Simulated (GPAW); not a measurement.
# Ge (Fd-3m) in GPAW: a series of runs, part 2 of 2

GPAW 26.7.0.

### 3 Phonons, optB88-vdW

Contents of run.py:

```python
import json
import numpy as np
from ase import Atoms
from ase.constraints import FixSymmetry
from ase.io import write
from ase.optimize import BFGS
from phonopy import Phonopy
from phonopy.structure.atoms import PhonopyAtoms
from gpaw import GPAW, PW

atoms = Atoms(['Ge', 'Ge'],
              cell=[[0.0, 2.82891, 2.82891],
                    [2.82891, 0.0, 2.82891],
                    [2.82891, 2.82891, 0.0]],
              scaled_positions=[[0.75, 0.75, 0.75],
                                [0.5, 0.5, 0.5]],
              pbc=True)

calc = GPAW(mode=PW(510),
            xc={'name': 'optB88-vdW', 'backend': 'libvdwxc'},
            kpts={'size': (3, 3, 3), 'gamma': True},
            occupations={'name': 'fermi-dirac', 'width': 0.05},
            nbands=11,
            convergence={'density': 1e-06, 'eigenstates': 1e-09},
            maxiter=60,
            legacy_gpaw=True,
            txt='gpaw.txt')
atoms.calc = calc
atoms.set_constraint(FixSymmetry(atoms))
BFGS(atoms, trajectory='relax.traj', logfile='-').run(fmax=0.005, steps=40)
atoms.set_constraint()
energy = atoms.get_potential_energy()
forces = atoms.get_forces()
calc.write('gs.gpw')
write('result.traj', atoms)
print('Cell:', atoms.cell.cellpar().round(4))
print(atoms.get_scaled_positions().round(5))

def force_constants(scale):
    unit = PhonopyAtoms(symbols=atoms.get_chemical_symbols(), cell=atoms.cell[:] * scale**(1 / 3),
                        scaled_positions=atoms.get_scaled_positions())
    ph = Phonopy(unit, supercell_matrix=np.diag([2, 2, 2]), primitive_matrix=np.eye(3), symprec=1e-4)
    ph.generate_displacements(distance=0.01)
    forces = []
    for i, sc in enumerate(ph.supercells_with_displacements):
        a = Atoms(sc.symbols, cell=sc.cell, scaled_positions=sc.scaled_positions, pbc=True)
        c = GPAW(mode=PW(510),
                 xc={'name': 'optB88-vdW', 'backend': 'libvdwxc'},
                 kpts={'size': (2, 2, 2), 'gamma': True},
                 occupations={'name': 'fermi-dirac', 'width': 0.05},
                 nbands=53,
                 convergence={'density': 1e-06, 'eigenstates': 1e-09},
                 maxiter=60,
                 legacy_gpaw=True,
                 txt=f'disp-{scale:.3f}-{i:02d}.txt')
        a.calc = c
        f = a.get_forces()
        forces.append(f - f.mean(axis=0))
        print(f'displacement {i}: drift', f.mean(axis=0).round(5), flush=True)
    ph.forces = forces
    ph.produce_force_constants()
    ph.symmetrize_force_constants()
    return ph

qpoints = [[0.0, 0.0, 0.0], [0.0, 0.0, 0.5], [0.0, 0.5, 0.0], [0.0, 0.5, 0.5], [0.5, 0.0, 0.0], [0.5, 0.0, 0.5], [0.5, 0.5, 0.0], [0.5, 0.5, 0.5]]
results = {}
for scale in [1.0]:
    ph = force_constants(scale)
    ph.run_qpoints(qpoints)
    nu = ph.qpoints.frequencies * 33.35641  # THz to cm^-1
    results[f'{scale:.3f}'] = nu.tolist()
    for qp, f in zip(qpoints, nu):
        print(scale, np.round(qp, 4), f.round(2))

path = atoms.cell.bandpath('GXWKGLUWLK,UX', npoints=60, eps=1e-4)
ph.run_qpoints(path.kpts)
results['path'] = (ph.qpoints.frequencies * 33.35641).tolist()
results['path_q'] = path.kpts.tolist()
x, ticks, names = path.get_linear_kpoint_axis()
results['axis'] = [x.tolist(), list(ticks), names]
ph.run_mesh([15, 15, 15], is_gamma_center=True)
ph.run_thermal_properties(temperatures=[0, 100, 200, 300, 500, 800], cutoff_frequency=0.05)
tp = ph.thermal_properties
results['thermal'] = [list(v) for v in (tp.temperatures, tp.free_energy, tp.entropy, tp.heat_capacity)]
for t, fv, s, cv in zip(*results['thermal']):
    print(f'{t:6.0f} K  F {fv:9.4f} kJ/mol  S {s:9.4f} J/K/mol  Cv {cv:9.4f} J/K/mol')
json.dump(results, open('phonons.json', 'w'))
```

Potentials or basis: GPAW PAW data sets (gpaw-data 1.2.1), pw.

Started as:

```bash
OMP_NUM_THREADS=1 python run.py
```

gpaw.txt:

```text
___ ___ ___ _ _ _
 |   |   |_  | | | |
 | | | | | . | | | |
 |__ |  _|___|_____|  26.7.0
 |___|_|

Input parameters:
  convergence: {density: 1e-06,
                eigenstates: 1e-09}
  kpts: {gamma: True,
         size: (3, 3, 3)}
  maxiter: 60
  mode: {ecut: 510.0,
         name: pw}
  nbands: 11
  occupations: {name: fermi-dirac,
                width: 0.05}
  xc: {backend: libvdwxc,
       name: optB88-vdW}

System changes: positions, numbers, cell, pbc, initial_charges, initial_magmoms

Initialize ...

species:
  Ge:
    name:    Germanium
    Z:       32.0
    valence: 4
    core:    28
    charge:  0.0  # [|e|]
    compensation charges:
      type: gauss
      rc: 0.32  # [Å]
      lmax: 2
    cutoffs:
      filter: 1.77  # [Å]
      core: 3.42  # [Å]
    projectors
    | kind |    occ | energy [eV] | rcut [Å] |
    |------|--------|-------------|----------|
    |   4s |  2.000 |     -11.726 |    1.005 |
    |   4p |  2.000 |      -3.896 |    1.005 |
    |    s |        |      15.485 |    1.005 |
    |    p |        |      23.315 |    1.005 |
    |    d |        |       0.000 |    1.005 |

    Using partial waves for Ge as LCAO basis

Reference energy: -114195.275705  # eV

Spin-paired calculation

Convergence criteria:
 Maximum [total energy] change in last 3 cyles: 0.0005 eV / valence electron
 Maximum integral of absolute [dens]ity change: 1e-06 electrons / valence electron
 Maximum integral of absolute [eigenst]ate change: 1e-09 eV^2 / valence electron
 Maximum number of scf [iter]ations: 60
 (Square brackets indicate name in SCF output, whereas a 'c' in
 the SCF output indicates the quantity has converged.)

Symmetries present (total): 24

  ( 1  0  0)  ( 1  0  0)  ( 1  0 -1)  ( 1  0 -1)  ( 1 -1  0)  ( 1 -1  0)
  ( 0  1  0)  ( 0  0  1)  ( 0  1 -1)  ( 0  0 -1)  ( 0 -1  1)  ( 0 -1  0)
  ( 0  0  1)  ( 0  1  0)  ( 0  0 -1)  ( 0  1 -1)  ( 0 -1  0)  ( 0 -1  1)

  ( 0  1  0)  ( 0  1  0)  ( 0  1 -1)  ( 0  1 -1)  ( 0  0  1)  ( 0  0  1)
  ( 1  0  0)  ( 0  0  1)  ( 1  0 -1)  ( 0  0 -1)  ( 1  0  0)  ( 0  1  0)
  ( 0  0  1)  ( 1  0  0)  ( 0  0 -1)  ( 1  0 -1)  ( 0  1  0)  ( 1  0  0)

  ( 0  0 -1)  ( 0  0 -1)  ( 0 -1  1)  ( 0 -1  1)  ( 0 -1  0)  ( 0 -1  0)
  ( 1  0 -1)  ( 0  1 -1)  ( 1 -1  0)  ( 0 -1  0)  ( 1 -1  0)  ( 0 -1  1)
  ( 0  1 -1)  ( 1  0 -1)  ( 0 -1  0)  ( 1 -1  0)  ( 0 -1  1)  ( 1 -1  0)

  (-1  1  0)  (-1  1  0)  (-1  0  1)  (-1  0  1)  (-1  0  0)  (-1  0  0)
  (-1  0  1)  (-1  0  0)  (-1  1  0)  (-1  0  0)  (-1  1  0)  (-1  0  1)
  (-1  0  0)  (-1  0  1)  (-1  0  0)  (-1  1  0)  (-1  0  1)  (-1  1  0)

27 k-points: 3 x 3 x 3 Monkhorst-Pack grid
4 k-points in the irreducible part of the Brillouin zone
       k-points in crystal coordinates                weights
   0:     0.00000000    0.00000000    0.00000000          1/27
   1:     0.33333333    0.33333333   -0.33333333         12/27
   2:     0.33333333    0.33333333    0.00000000          6/27
   3:     0.33333333    0.33333333    0.33333333          8/27

Wave functions: Plane wave expansion
  Cutoff energy: 510.000 eV
  Number of coefficients (min, max): 1176, 1243
  Pulay-stress correction: 0.000000 eV/Ang^3 (de/decut=0.000000)
  Using FFTW library
  ScaLapack parameters: grid=1x1, blocksize=None
  Wavefunction extrapolation:
    Improved wavefunction reuse through dual PAW basis

Occupation numbers: Fermi-Dirac:
  width: 0.0500  # eV

Eigensolver
   Davidson(niter=2)

Densities:
  Coarse grid: 21*21*21 grid
  Fine grid: 42*42*42 grid
  Total Charge: 0.000000

Density mixing:
  Method: separate
  Backend: msr1
  Linear mixing parameter: 0.05
  old densities: 10
  Width of damping distribution: 1.1
  Damping of long wavelength oscillations: 20

Hamiltonian:
  XC and Coulomb potentials evaluated on a 42*42*42 grid
  Using the optB88 Exchange-Correlation functional
  External potential:
    NoExternalPotential

XC parameters: optB88 with libvdwxc
  Mode: serial
  Semilocal: GGA_X_OPTB88_VDW+LDA_C_PW with 2 nearest neighbor stencil
  Corresponding non-local functional: vdW-DF
  Local blocksize: 42 x 42 x 42
  PAW datasets: PBE

Number of atoms: 2
Number of atomic orbitals: 8
Number of bands in calculation: 11
Number of valence electrons: 8
Bands to converge: occupied

... initialized

Initializing position-dependent things.

Density initialized from atomic densities
Creating initial wave functions:
  8 bands from LCAO basis set
  3 bands from random numbers

           Ge

       Ge

Atomic positions and initial magnetic moments

Positions:
   0 Ge     4.243365    4.243365    4.243365    ( 0.0000,  0.0000,  0.0000)
   1 Ge     2.828910    2.828910    2.828910    ( 0.0000,  0.0000,  0.0000)

Unit cell:
           periodic     x           y           z      points  spacing
  1. axis:    yes    0.000000    2.828910    2.828910    21     0.1555
  2. axis:    yes    2.828910    0.000000    2.828910    21     0.1555
  3. axis:    yes    2.828910    2.828910    0.000000    21     0.1555

  Lengths:   4.000683   4.000683   4.000683
  Angles:   60.000000  60.000000  60.000000

Effective grid spacing dv^(1/3) = 0.1697

iter:   1   -51.759033
iter:   2   -51.749445   -2.41  -0.84
iter:   3   -51.666061   -2.20  -0.86
iter:   4   -51.665534   -3.80  -1.74
iter:   5   -51.664977c  -4.23  -2.04
iter:   6   -51.664951c  -6.10  -2.92
iter:   7   -51.664955c  -6.94  -3.28
iter:   8   -51.664956c  -8.45  -4.41
iter:   9   -51.664956c  -9.49c -4.92
iter:  10   -51.664956c -10.50c -5.46
iter:  11   -51.664956c -11.60c -6.31c

Converged after 11 iterations.

Dipole moment: (3.597120, 3.597120, 3.597120) |e|*Ang

Energy contributions relative to reference atoms: (reference = -114195.275705)

Kinetic:        +33.672097
Potential:      -29.197887
External:        +0.000000
XC:             -56.097207
Entropy (-ST):   -0.008788
Local:           -0.037564
SIC:             +0.000000
--------------------------
Free energy:    -51.669350
Extrapolated:   -51.664956

Non-local optB88 correlation energy: 1.652085
Semilocal GGA_X_OPTB88_VDW+LDA_C_PW energy: -140.134012
(Not including atomic contributions)
Showing only first 2 kpts
 Kpt  Band  Eigenvalues  Occupancy
  0     2      5.98316    1.45639
  0     3      5.98316    1.45639
  0     4      5.98316    1.45639
  0     5      8.48830    0.00000

  1     2      1.50948    2.00000
  1     3      3.65991    2.00000
  1     4      7.37288    0.00000
  1     5     11.70486    0.00000

Fermi level: 6.03243

No gap
No difference between direct/indirect transitions

Forces in eV/Ang:
  0 Ge    0.00000   -0.00000    0.00000
  1 Ge    0.00000   -0.00000    0.00000

Writing to gs.gpw (mode='')
```

It took 66 s on 1 thread of Intel Xeon at 2.80GHz (Skylake/Cascade Lake), shared host; peak memory 0.55 GiB.

These settings aren't checked as converged: the numbers below hold their error.

Results:

| Quantity | Value |
| --- | --- |
| Free energy | -51.6693 eV |
| Band gap on the k mesh | none (metal or under the smearing width) |
| Highest phonon frequency | 285 cm⁻¹ |

Caveat: the k mesh is coarse; the cutoff is short for stress and forces, so pressures can be off by a GPa or more; phonon bands are interpolated from a small supercell; the PAW data sets were made with another functional, which shifts forces and pressure a little; this crystal is a semiconductor, whose small gap the functional closes, so the metal is an error of the method.

### 4 Elastic constants, PBEsol+D4, 22.64 Å³/atom

Contents of run.py:

```python
import json
import numpy as np
import spglib
from ase.calculators.mixing import SumCalculator
from ase.constraints import FixSymmetry
from ase.filters import FrechetCellFilter
from ase.io import read, write
from ase.optimize import BFGS
from ase.stress import full_3x3_to_voigt_6_stress, voigt_6_to_full_3x3_strain, voigt_6_to_full_3x3_stress
from ase.units import GPa
from dftd4.ase import DFTD4
from gpaw import GPAW, PW, setup_paths

setup_paths.insert(0, '.')

atoms = read('POSCAR')

calc = GPAW(mode=PW(600),
            xc='PBEsol',
            kpts={'size': (8, 8, 8), 'gamma': True},
            occupations={'name': 'fermi-dirac', 'width': 0.05},
            nbands=11,
            convergence={'density': 1e-06, 'eigenstates': 1e-09},
            maxiter=150,
            txt='gpaw.txt')
atoms.calc = SumCalculator([calc, DFTD4(method='pbesol')])
atoms.set_constraint(FixSymmetry(atoms))
BFGS(FrechetCellFilter(atoms), trajectory='relax.traj', logfile='-').run(fmax=0.005, steps=40)
atoms.set_constraint()
energy = atoms.get_potential_energy()
forces = atoms.get_forces()
stress = atoms.get_stress()
calc.write('gs.gpw')
write('result.traj', atoms)
print('Cell:', atoms.cell.cellpar().round(4))
print(atoms.get_scaled_positions().round(5))

gpts = tuple(int(n) for n in calc.get_number_of_grid_points())
cell = atoms.cell[:].T
dataset = spglib.get_symmetry((atoms.cell[:], atoms.get_scaled_positions(), atoms.numbers), symprec=1e-4)
rotations = [cell @ w @ np.linalg.inv(cell) for w in dataset['rotations']]
strains, clamped, relaxed = [], [], []
for v in [0, 3]:
    for e in (-0.005, 0.005):
        voigt = np.zeros(6)
        voigt[v] = e
        F = voigt_6_to_full_3x3_strain(voigt)
        a = atoms.copy()
        a.set_cell(atoms.cell[:] @ F, scale_atoms=True)
        c = GPAW(mode=PW(600),
                 xc='PBEsol',
                 kpts={'size': (8, 8, 8), 'gamma': True},
                 occupations={'name': 'fermi-dirac', 'width': 0.05},
                 nbands=11,
                 convergence={'density': 1e-06, 'eigenstates': 1e-09},
                 maxiter=150,
                 gpts=gpts,
                 txt=f'strain-{v}{e:+.3f}.txt')
        a.calc = SumCalculator([c, DFTD4(method='pbesol')])
        s0 = s1 = a.get_stress() - stress
        BFGS(a, logfile=None).run(fmax=0.003, steps=25)
        s1 = a.get_stress() - stress
        print(v, e, 'clamped', (s0 / GPa).round(3), 'relaxed', (s1 / GPa).round(3), flush=True)
        for R in rotations:  # images under the point group
            eps = R @ (F - np.eye(3)) @ R.T
            strains.append(full_3x3_to_voigt_6_stress(eps) * [1, 1, 1, 2, 2, 2])
            for s, rows in ((s0, clamped), (s1, relaxed)):
                rows.append(full_3x3_to_voigt_6_stress(R @ voigt_6_to_full_3x3_stress(s) @ R.T))

C0, C = (np.linalg.lstsq(np.array(strains), np.array(s), rcond=None)[0].T / GPa for s in (clamped, relaxed))
print('Clamped-ion Cij (GPa):')
print(C0.round(1))
print('Relaxed-ion Cij (GPa):')
print(C.round(1))
json.dump({'clamped': C0.tolist(), 'relaxed': C.tolist()}, open('elastic.json', 'w'))
```

Contents of POSCAR:

```
Ge
1.0
    0.0000000000      2.8289100000      2.8289100000
    2.8289100000      0.0000000000      2.8289100000
    2.8289100000      2.8289100000      0.0000000000
Ge
2
Direct
    0.7500000000      0.7500000000      0.7500000000
    0.5000000000      0.5000000000      0.5000000000
```

Potentials or basis: PAW data sets generated in the run's folder for this functional, pw.

Started as:

```bash
gpaw-setup -f PBEsol Ge
OMP_NUM_THREADS=1 python run.py
```

Wall time 2.6 min (1 thread of Intel Xeon at 2.80GHz (Skylake/Cascade Lake), shared host); peak memory 0.3 GiB.

The run converged. Its results:

| Property | Result |
| --- | --- |
| Free energy | -10.2142 eV |
| Relaxed volume | 22.55 Å³/atom |
| Relaxed cell | a = 3.995 Å, b = 3.995 Å, c = 3.995 Å, α = 60.00°, β = 60.00°, γ = 60.00° |
| Space group after relaxing (to 0.05 Å) | Fd-3m (No. 227) |
| Pressure after relaxing | 0.0 GPa |
| Band gap on the k mesh | 0.08 eV, direct |
| Elastic constants C11, C12, C44 | 116, 46, 56 GPa |
| Voigt bulk modulus | 69 GPa |
| Bulk modulus (Hill) | 69 GPa |
| Shear modulus (Hill) | 46 GPa |
| Young's modulus | 113 GPa |
| Poisson's ratio (from the elastic constants) | 0.23 |
| Dispersion energy per atom | -0.187 eV |

Caveat: the density grid can change from cell to cell, which puts small steps into energies and stress.

### 5 Single point, PBEsol, 22.64 Å³/atom

Contents of run.py:

```python
from ase import Atoms
from ase.dft.bandgap import bandgap
from ase.io import write
from ase.units import GPa
from gpaw import GPAW, PW, setup_paths

setup_paths.insert(0, '.')

atoms = Atoms(['Ge', 'Ge'],
              cell=[[0.0, 2.7157536, 3.0695638021],
                    [2.7157536, 0.0, 3.0695638021],
                    [2.7157536, 2.7157536, 0.0]],
              scaled_positions=[[0.75, 0.75, 0.75],
                                [0.5, 0.5, 0.5]],
              pbc=True)

calc = GPAW(mode=PW(600),
            xc='PBEsol',
            kpts={'size': (8, 8, 8), 'gamma': True},
            occupations={'name': 'fermi-dirac', 'width': 0.05},
            nbands=11,
            convergence={'density': 1e-05, 'energy': 1e-05},
            maxiter=150,
            txt='gpaw.txt')
atoms.calc = calc
energy = atoms.get_potential_energy()
forces = atoms.get_forces()
stress = atoms.get_stress()
calc.write('gs.gpw')
write('result.traj', atoms)
print(f'Energy: {energy:.6f} eV')
print('Forces (eV/A):')
print(forces.round(4))
print('Stress (GPa):', (stress / GPa).round(3))
print('Fermi level:', round(calc.get_fermi_level(), 4), 'eV')
print(f'Gap: {bandgap(calc)[0]:.4f} eV, direct: {bandgap(calc, direct=True)[0]:.4f} eV')
```

Started as:

```bash
gpaw-setup -f PBEsol Ge
OMP_NUM_THREADS=1 python run.py
```

Wall time 16 s (1 thread of Arm Neoverse V2, shared host); peak memory 0.16 GiB.

Results (log left out):

* Free energy: -9.7320 eV
* Pressure: 1.2 GPa
* Band gap on the k mesh: none (metal or under the smearing width)

Caveat: the density grid can change from cell to cell, which puts small steps into energies and stress.

### 6 For comparison

An earlier run on the cell as given: functional PBEsol; potentials or basis PAW data sets generated in the run's folder for this functional; cutoff 600 eV; basis pw; k mesh 8 × 8 × 8; occupations fermi-dirac, width 0.05 eV; no spin polarisation.

* Pressure: 0.9 GPa
* Band gap on the k mesh: 0.04 eV, direct
